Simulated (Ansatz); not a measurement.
One crystal and one scan (energy against volume) at two levels, r2SCAN (plane waves to 500 eV, PAW, scalar-relativistic; Ansatz, an electronic-structure program) and PBE (plane waves to 420 eV, PAW, scalar-relativistic; Ansatz), each from its own relaxed cell and on its own mesh. The cell shown is that of r2SCAN.

GeO2 (rutile)

```xyz
6
Lattice="4.4105 0.0000 0.0000 0.0000 4.4105 0.0000 0.0000 0.0000 2.8702" Properties=species:S:1:pos:R:3 pbc="T T T"
Ge     0.0000     0.0000     0.0000
Ge     2.2053     2.2053     1.4351
O      1.3496     1.3496     0.0000
O      3.5549     0.8556     1.4351
O      0.8556     3.5549     1.4351
O      3.0609     3.0609     0.0000
```

Equation-of-state scan: isotropic scaling of the cell above, V₀ being its volume. The atoms relax within the cell's symmetry.

Energies are smeared free energies. GeO2 was relaxed with its symmetry unable to fall. With the shape held, the modulus is that of even scaling; a crystal free to change shape is softer. Percentages come from the unrounded values. Both scans cover V/V₀ from 0.900 to 1.100.

Results of r2SCAN:

| Property | Value |
|---|---|
| Lattice constant a (Å) | 4.411 |
| Lattice constant c (Å) | 2.870 |
| Relaxed volume (Å³/atom) | 9.31 |
| Band gap of the relaxed cell, no spin-orbit coupling (eV) | 2.51 |
| Pressure at the smallest volume (GPa) | 35.1 |
| Energy cost of the largest compression (meV/atom) | 92.1 |
| Energy cost of the largest expansion (meV/atom) | 62.2 |
| Bulk modulus at fixed cell shape B₀ (third-order Birch-Murnaghan fit) (GPa) | 258.1 |
| Pressure derivative B₀′ (fit) | 4.8 |
| Pressure for 5 % compression (fit) (GPa) | 15.0 |

Estimate the PBE values.


| quantity | PBE | r2SCAN − PBE |
|---|---|---|
| Lattice constant a (Å) | 4.488 | -0.077 (-1.7 %) |
| Lattice constant c (Å) | 2.905 | -0.035 (-1.2 %) |
| Relaxed volume (Å³/atom) | 9.75 | -0.44 (-4.6 %) |
| Band gap of the relaxed cell, no spin-orbit coupling (eV) | 1.23 | +1.28 (+105 %) |
| Pressure at the smallest volume (GPa) | 28.9 | +6.2 (+21 %) |
| Energy cost of the largest compression (meV/atom) | 79.3 | +12.8 (+16 %) |
| Energy cost of the largest expansion (meV/atom) | 53.1 | +9.1 (+17 %) |
| Bulk modulus at fixed cell shape B₀ (third-order Birch-Murnaghan fit) (GPa) | 211.1 | +47.0 (+22 %) |
| Pressure derivative B₀′ (fit) | 5.0 | -0.2 (-3 %) |
| Pressure for 5 % compression (fit) (GPa) | 12.3 | +2.7 (+22 %) |

r2SCAN gives the higher value for: band gap of the relaxed cell, no spin-orbit coupling; pressure at the smallest volume; energy cost of the largest compression; energy cost of the largest expansion; bulk modulus at fixed cell shape B₀; pressure for 5 % compression. r2SCAN gives the lower value for: lattice constant a; lattice constant c; relaxed volume. Neither level is exact: the differences show how much the result hangs on the functional.

(A scan under strain: stresses follow from slopes of the energy per volume, elastic moduli from its curvatures.)
